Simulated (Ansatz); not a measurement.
**Sensitivity of the gradients in IrO2 to the input**

Cell: a COD entry, taken as it stands.

Space group P4_2/mnm (No. 136); a = 4.4990, c = 3.1460 Å.

| site | Wyckoff | site symmetry | x | y | z |
| --- | --- | --- | --- | --- | --- |
| Ir | 2a | m.mm | 0.0000 | 0.0000 | 0.0000 |
| O | 4f | m.2m | 0.3110 | 0.3110 | 0.0000 |

One atom of each set is listed.

Reference run. Level of theory: DFT, PBE, plane waves and PAW, scalar-relativistic, collinear spin, 420 eV cutoff, Γ-centred 10×10×15 k-points, Fermi–Dirac smearing 0.05 eV (Ansatz 0.2.0). Start moments as typed (μB): 1 on each Ir, none on the rest.

Problem. The input is changed as follows: `scf.occupations.method`: fermi_dirac → methfessel_paxton; `scf.occupations.width`: 0.05 → 0.01. What happens to V_zz (10²¹ V/m²) and η?

Solution. 

```json
{"site": "Ir", "V_zz reference": "-15.66", "η reference": "0.13", "V_zz changed": "-15.77", "η changed": "0.13"}
{"site": "O", "V_zz reference": "-9.61", "η reference": "0.20", "V_zz changed": "-9.61", "η changed": "0.20"}
```

The largest change of V_zz is on Ir, from -15.66 to -15.77. In per cent, |V_zz| changes by +1 on Ir, 0 on O (all sites that start above 2). SCF iterations: 10 and 14. New warnings: stability check not made.

On the reference run: At this cell the PBE pressure is 8 GPa (principal stresses up to 13 GPa in size), so with PBE the cell would grow if it were relaxed. The entry's cell may itself be off. The largest force is 0.6 eV/Å, so the atoms aren't at the calculated equilibrium and relaxing them would move these values. With no gap above 0.1 eV, as in a metal, the gradients converge slowly in k; expect changes of a tenth or more on a denser mesh. Spin–orbit coupling is left out, which shifts gradients on Ir by a few per cent in wide-gap crystals, and can shift them far more where the calculated gap is small or absent, as here. Semilocal functionals can leave a metal where correlation in the d or f shell opens a gap in the real compound, and that would change the values at and beside Ir. The start moments die out, and the run ends without spin.
